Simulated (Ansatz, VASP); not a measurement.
**One calculation of BN, two programs**

INCAR

```
ALGO = Normal
EDIFF = 1E-6
EDIFFG = -0.005
ENCUT = 600
GGA = PE
IBRION = 2
ISIF = 3
ISMEAR = 0
LASPH = T
LCHARG = F
LREAL = F
LWAVE = F
NELM = 100
NSW = 100
PREC = Accurate
SIGMA = 0.02
```

Contents of KPOINTS:

```
k-points
0
Gamma
  12 12 6
```

The input POSCAR:

```
BN
1.0
    2.5639710000      0.0000000000      0.0000000000
   -1.2819850000      2.2204640000      0.0000000000
    0.0000000000      0.0000000000      4.1869460000
B N
2 2
Direct
    0.0000000000      0.0000000000      0.0000000000
    0.3333333300      0.6666666700      0.5000000000
    0.0000000000      0.0000000000      0.3750000000
    0.3333333300      0.6666666700      0.8750000000
```

Input for Ansatz:

```yaml
crystal:
  lattice:
    - [2.563971, 0.0, 0.0]
    - [-1.281985, 2.220464, 0.0]
    - [0.0, 0.0, 4.186946]
  atoms:
    - { symbol: B, position: [0.0, 0.0, 0.0] }
    - { symbol: "N", position: [0.0, 0.0, 0.375] }
    - { symbol: B, position: [0.33333333, 0.66666667, 0.5] }
    - { symbol: "N", position: [0.33333333, 0.66666667, 0.875] }
basis:
  ecutwfc: 420
kpoints:
  mp_grid: { grid: [12, 12, 6] }
hamiltonian:
  xc: pbe
scf:
  occupations: { method: gaussian, width: 0.02 }
output:
  forces: true
  stress: true
  eigenvalues: true
relax:
  adjacent_minimum: "off"
  f_tol: 0.005
  max_steps: 80
  cell: { stress_tol: 0.05 }
```

The cell was built by a generator and needn't be a form met in nature.

Alike in both runs: task relaxation of cell and atoms; functional PBE; k mesh 12 × 12 × 6; occupations gaussian, width 0.02 eV; no spin polarisation.

|  | VASP | Ansatz |
| --- | --- | --- |
| version | VASP 6.6.1 | Ansatz 0.2.0 |
| potentials or method | VASP PAW PBE potentials, release 64 (B, N) | scalar-relativistic, plane waves, PAW |
| plane-wave cutoff (eV) | 600 | 420 |
| valence electrons in the cell | 16 | 16 |

|  | VASP | Ansatz | Ansatz less VASP |
| --- | --- | --- | --- |
| gap on the k mesh at the Fermi level, each at its own relaxed structure (eV) | 5.21 | 5.23 | +0.019 |
| relaxed volume (Å³/atom) | 5.97 | 5.97 | +0.001 |
| relaxed cell length with the largest relative difference (Å) | 2.554 | 2.555 | +0.0001 |
| energy change over the relaxation (meV/atom) | -2 | -2 | 0.0 |

A k mesh can miss the band edges. A hybrid or GW would open this gap; PBE tends to underestimate it.
